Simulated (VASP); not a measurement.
Wanted: the native input for a VASP 6.6.1 run.

| Property | Result |
| --- | --- |
| Task | relaxation of cell and atoms |
| Functional | PBE |
| Potentials or basis | VASP PAW PBE potentials, release 64 (Al, O) |
| Cutoff | 600 eV |
| k mesh | 9 × 9 × 7 |
| Occupations | gaussian, width 0.03 eV |
| Spin | no spin polarisation |
| Further INCAR settings | ALGO = Normal; EDIFF = 1e-07; IBRION = 2; EDIFFG = -0.005; NSW = 90; ISIF = 3 |

The structure of Al2O3 lies in POSCAR:

```
Al2O3                                   
1.0
    2.4024316173      1.3870445428      4.3712475250
   -2.4024316173      1.3870445428      4.3712475250
    0.0000000000     -2.7740890856      4.3712475250
  Al              O             
     4     6
Direct
     0.3521383035146593    0.3521383035146593    0.3521383035146593
     0.1478616964853407    0.1478616964853407    0.1478616964853407
     0.6478616964853408    0.6478616964853408    0.6478616964853408
     0.8521383035146592    0.8521383035146592    0.8521383035146592
     0.5561991207878207    0.9438008792121793    0.2500000000000000
     0.2499999999999970    0.5561991207878177    0.9438008792121851
     0.9438008792121823    0.2500000000000030    0.5561991207878149
     0.4438008792121793    0.0561991207878207    0.7500000000000000
     0.7500000000000029    0.4438008792121823    0.0561991207878148
     0.0561991207878178    0.7499999999999971    0.4438008792121853
```

One way to write it, as run:

INCAR

```
PREC     = Accurate       # precision mode
ENCUT    = 600            # plane-wave cutoff, eV
EDIFF    = 1E-7           # SCF threshold, eV
ISMEAR   = 0              # smearing method
SIGMA    = 0.03           # smearing width, eV
LREAL    = F              # projectors in reciprocal space
LASPH    = T              # aspherical terms in the spheres
NELM     = 80             # most SCF steps
ALGO     = Normal         # electronic algorithm
ISIF     = 3              # what is computed and relaxed
LWAVE    = F              # write WAVECAR
LCHARG   = F              # write CHGCAR
GGA      = PE             # functional
IBRION   = 2              # ionic algorithm
NSW      = 90             # ionic steps
EDIFFG   = -0.005         # ionic threshold
KPAR     = 2
```

KPOINTS

```
Automatic mesh
0
Gamma
  9 9 7
```

Potentials or basis: VASP PAW PBE potentials, release 64 (Al, O).

Launch:

```sh
$ cat potpaw_PBE.64/Al/POTCAR potpaw_PBE.64/O/POTCAR > POTCAR
$ mpirun -np 2 vasp_std > vasp.out
```

Results of the run:

```json
{
 "Pressure after relaxing": "0.1 GPa",
 "Largest force after relaxing": "0.003 eV/Å",
 "Band gap on the k mesh": "5.88 eV, direct"
}
```

Caveat: the relaxation stopped at its first step, so nothing moved; an odd mesh through Γ misses points on the zone boundary, where band edges often lie.

Run time: 3.7 min on 2 MPI ranks on AMD EPYC 9R45 96-Core Processor (Zen 5) (shared host), peak memory 0.48 GiB a rank.
